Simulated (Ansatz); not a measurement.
# Stack of TiGe2N4 under honeycomb AsN, shifted by a third of the diagonal in a perpendicular field, part 2 of 2

Wanted: the out-of-plane response of the stack of TiGe2N4 under honeycomb AsN, shifted by a third of the diagonal. A positive field points along +c.

Ansatz 0.2.0; plane-wave DFT, PBE-D3(BJ), Ansatz PAW.

So far. Step 7 (Atoms held, field -0.2 V/Å): The dipole is -0.0243 e·Å, -0.101 e·Å from its value without field, and the gap 0.993 eV. Step 8 (Single point, field 0.35 V/Å): The dipole is 0.254 e·Å, 0.177 e·Å from its value without field, and the gap 1.001 eV.

**9. Response, atoms held (continued)**

The induced electron density oscillates, so the rows of the table below give means over windows of 0.5 Å about each position, cut where the curve ends. Its maxima inside the range that stand out by 2 % of the span (Å: e/Å³ per V/Å): 8.27: 0.00382, 9.15: 0.00167, 10.63: 0.00109, 11.51: 0.00161, 13.14: 0.00122, 14.17: 1.1e-4, 15.50: 0.00173, 16.38: -5.0e-4, 18.89: 0.00341, 19.78: 0.00173, 20.96: -4.9e-4. Its minima: 8.86: 6.3e-4, 9.89: -0.00183, 11.22: -1.4e-4, 12.25: -0.00124, 13.73: -0.00168, 14.61: -0.00103, 16.09: -0.00171, 17.12: -0.00333, 19.48: 9.8e-4, 20.66: -8.7e-4, 21.70: -0.00350.

Electrons, planar mean, per unit field. Table of induced electron density by z; means over each step:

```csv
z (Å),induced electron density (e/Å³ per V/Å)
4.5,1.7e-6
5.0,6.0e-6
5.5,2.1e-5
6.0,7.2e-5
6.5,2.3e-4
7.0,6.6e-4
7.5,0.00173
8.0,0.00330
8.5,0.00278
9.0,0.00114
9.5,1.9e-4
10.0,-0.00125
10.5,6.9e-4
11.0,3.8e-4
11.5,0.00103
12.0,-4.4e-4
12.5,-4.9e-4
13.0,9.1e-4
13.5,-4.5e-4
14.0,-5.4e-4
14.5,-7.2e-4
15.0,1.8e-6
15.5,0.00128
16.0,-0.00104
16.5,-0.00113
17.0,-0.00305
17.5,-0.00206
18.0,2.5e-5
18.5,0.00214
19.0,0.00306
19.5,0.00144
20.0,9.7e-4
20.5,-6.2e-4
21.0,-8.3e-4
21.5,-0.00287
22.0,-0.00314
22.5,-0.00190
23.0,-8.9e-4
23.5,-3.8e-4
24.0,-1.5e-4
24.5,-5.8e-5
25.0,-2.1e-5
```

The smaller of the gaps on the path and on the k-mesh, counted as 0 under 0.03 eV. Table of gap by applied field:

```
applied field (V/Å)  gap (eV)
             -0.200     0.993
             -0.100      1.17
              0.000      1.25
              0.100      1.22
              0.200      1.18
              0.350      1.00
```

By hand: between -0.1 and 0.1 V/Å the dipole changes by 0.1011 e·Å, a slope of 0.5055 e·Å²/V. A perfect conductor of thickness t has p = ε₀AEt, so t = 180.95 × 0.5055 / 7.901 = 11.58 Å (e/ε₀ = 180.95 V·Å, A in Å²).

The induced dipole is that of a conductor 11.58 Å thick.

**10. The same run with other settings**

This step: plane-wave DFT, PBE-D3(BJ), Ansatz PAW, but for the change named below (Ansatz 0.2.0).

A run with a changed input: it repeats the earlier run at 0.1 V/Å with hamiltonian.dispersion from d3bj to d4, scf.convergence.dr2_threshold from 1e-10 to 0.0001 and kpoints.mp_grid.grid from [18, 18, 1] to [27, 27, 1].

input.yaml reads:

```yaml
crystal:
  lattice:
    - [3.0204425667, 0.0, 0.0]
    - [-1.5102212834, 2.6157799935, 0.0]
    - [0.0, 0.0, 29.5197637116]
  atoms:
    - { symbol: "N", position: [0.0, 0.0, 0.3048804892] }
    - { symbol: Ge, position: [0.3333333333, 0.6666666667, 0.3262704611] }
    - { symbol: "N", position: [0.3333333333, 0.6666666667, 0.3898081509] }
    - { symbol: Ti, position: [0.0, 0.0, 0.4287209478] }
    - { symbol: "N", position: [0.3333333333, 0.6666666667, 0.4676203788] }
    - { symbol: Ge, position: [0.3333333333, 0.6666666667, 0.5311361703] }
    - { symbol: "N", position: [0.0, 0.0, 0.5524506293] }
    - { symbol: "N", position: [0.0, 0.0, 0.6634860548] }
    - { symbol: As, position: [0.6666666667, 0.3333333333, 0.6951195108] }
kpoints:
  mp_grid: { grid: [27, 27, 1] }
  band_path:
    path: [[0, 0, 0], [0.5, 0, 0], [0.33333333, 0.33333333, 0], [0, 0, 0]]
    npoints: 16
hamiltonian:
  xc: pbe
  dispersion: d4
scf:
  occupations: { method: fermi_dirac, width: 0.05 }
  convergence: { dr2_threshold: 0.0001 }
efield:
  axis: 3
  dipole_correction: true
  ramp_position: 0.97
  ramp_width: 0.06
  amplitude: 0.1
output:
  write_potential: true
  write_density: true
  volumetric_format: npy
```

Started as:

```sh
$ ansatz run input.yaml --threads 4 --pin off --max-ram 6144MiB --backend cpu --events-out ev --progress --plain --runs-dir out
```

Wall time 45 s (4 threads of Arm Neoverse V2, shared host); peak memory 1.2 GiB.

```
                               quantity  this run  earlier run  difference
          dipole along the normal (e·Å)    0.1244       0.1276     -0.0032
                gap along the path (eV)     1.229        1.224      0.0050
smallest direct gap along the path (eV)     1.646        1.632       0.014
```

What moves beyond 0.01 in its unit (for the dipole 0.5 % and 5e-5 e·Å): dipole along the normal (-0.00318 e·Å) and smallest direct gap along the path (+0.0144 eV).

The change shows in the results, which are not taken further.

**11. The same run with other settings**

This step: plane-wave DFT, PBE-D3(BJ), Ansatz PAW (Ansatz 0.2.0).

An input spoilt on purpose, to show how the run answers: it repeats the earlier run at 0.1 V/Å with efield.ramp_width from 0.06 to 0.9, and scf.max_iter set to 80.

Changes to input.yaml since step 10:

```diff
@@ -16,3 +16,3 @@
 kpoints:
-  mp_grid: { grid: [27, 27, 1] }
+  mp_grid: { grid: [18, 18, 1] }
   band_path:
@@ -22,6 +22,7 @@
   xc: pbe
-  dispersion: d4
+  dispersion: d3bj
 scf:
   occupations: { method: fermi_dirac, width: 0.05 }
-  convergence: { dr2_threshold: 0.0001 }
+  convergence: { dr2_threshold: 1.0e-10 }
+  max_iter: 80
 efield:
@@ -30,3 +31,3 @@
   ramp_position: 0.97
-  ramp_width: 0.06
+  ramp_width: 0.9
   amplitude: 0.1
```

Wall time 0.28 s (4 threads); peak memory 0.43 GiB.

The input was rejected at the start.

The program's message: “Error: efield: ion 0 (N) at fractional coordinate 0.3049 along the field axis lies inside the sawtooth ramp with 2 of the planes that the density is read on at each end, [0.9600, 0.8800] — the ramp mu …”

The fault put into the input: a ramp so wide that it reaches the atoms.

**12. What came out**

```json
{
  "gap without field": "1.25 eV",
  "ionisation energy, upper face": "5.10 eV",
  "electron affinity, upper face": "3.85 eV",
  "step between the vacuum levels": "-1.77 eV",
  "equivalent conductor thickness, atoms held": "11.6 Å"
}
```

**Reading.** The induced dipole equals that of a perfect conductor 11.58 Å thick, while the outer atoms lie 11.52 Å apart; an out-of-plane ε follows only once a thickness t is chosen, by 1 − 1/ε = 11.58 Å / t. The two faces differ: the vacuum level above lies 1.77 eV lower than the one below. The gap goes from 1.25 eV to 1.00 eV at 0.35 V/Å. With the field reversed the gap is 0.99 eV at -0.2 V/Å. Semilocal functionals give gaps that are too small, and excitons are not included. Spin-orbit coupling is left out. The outer anions sit over the metal atoms, one of several polytypes of such layers and not the lowest for every compound.

[Logs are printed without paths, hosts, clocks, repeated set-up lines and the standing remarks that a program may print on its own settings, such as how far it seeks lower states.]

[Hosts, paths, dates, database ids (printed as entryN), source tags and the programs' standing remarks are cut or masked in the printed files.]

[Maps of the electrostatic potential energy from Ansatz leave out the sawtooth potential of an applied field or a dipole correction, so their vacuum need not be flat; planar profiles and work functions include it.]
